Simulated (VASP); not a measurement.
Write the native input for VASP 6.6.1 that does the following.

```
Task                   : relaxation of cell and atoms
Functional             : PBE
Dispersion             : D3(BJ)
Potentials or basis    : VASP PAW PBE potentials, release 64 (Sb)
Cutoff                 : 600 eV
k mesh                 : 12 × 12 × 10
Occupations            : methfessel-paxton, width 0.1 eV
Spin                   : no spin polarisation
Target pressure        : 6.4 GPa
Further INCAR settings : ALGO = Normal; EDIFF = 1e-07; IBRION = 2; EDIFFG = -0.005; NSW = 90; ISIF = 3
Target pressure        : 6.4 GPa
```

The structure of Sb lies in POSCAR:

```
Sb                                      
1.0
    2.0988127731      1.2117501197      3.4552095022
   -2.0988127731      1.2117501197      3.4552095022
    0.0000000000     -2.4235002395      3.4552095022
  Sb            
     2
Direct
     0.2500962085064782    0.2500962085064782    0.2500962085064782
     0.7499037914935222    0.7499037914935222    0.7499037914935222
```

These files were run (other wordings do the same):

INCAR

```
SYSTEM = Sb
PREC     = Accurate       ! precision mode
ENCUT    = 600            ! plane-wave cutoff, eV
EDIFF    = 1E-7           ! SCF threshold, eV
ISMEAR   = 1              ! smearing method
SIGMA    = 0.1            ! smearing width, eV
LREAL    = .FALSE.        ! projectors in reciprocal space
LASPH    = .TRUE.         ! aspherical terms in the spheres
NELM     = 80             ! most SCF steps
ALGO     = Normal         ! electronic algorithm
ISIF     = 3              ! what is computed and relaxed
LWAVE    = .FALSE.        ! write WAVECAR
LCHARG   = .FALSE.        ! write CHGCAR
GGA      = PE             ! functional
IVDW     = 12             ! dispersion correction
IBRION   = 2              ! ionic algorithm
NSW      = 90             ! ionic steps
EDIFFG   = -0.005         ! ionic threshold
PSTRESS  = 64.0
```

KPOINTS

```
Automatic mesh
0
G
  12 12 10
  0 0 0
```

Potentials or basis: VASP PAW PBE potentials, release 64 (Sb).

Run with:

```sh
$ cat potpaw_PBE.64/Sb/POTCAR > POTCAR
$ mpirun -np 1 vasp_std > vasp.out
```

It gave:

- Relaxed volume: 26.35 Å³/atom
- Relaxed cell: a = 4.220 Å, b = 4.220 Å, c = 4.220 Å, α = 59.65°, β = 59.65°, γ = 59.65°
- Space group after relaxing (to 0.05 Å): Pm-3m (No. 221)
- Energy change on relaxing (the enthalpy is what falls): +0.5 meV/atom
- Ionic steps: 3
- Pressure after relaxing: 6.4 GPa
- Band gap on the k mesh: none (metal or under the smearing width)
- Dispersion energy per atom: -0.543 eV

Caveat: the cell is relaxed towards a set pressure, so the enthalpy falls and the energy may rise; pairwise dispersion overbinds metals, which lowers pressure and volume.

Wall time 5.1 min on 1 thread of Intel(R) Xeon(R) Platinum 8488C (Sapphire Rapids) (shared host), peak memory 0.38 GiB.
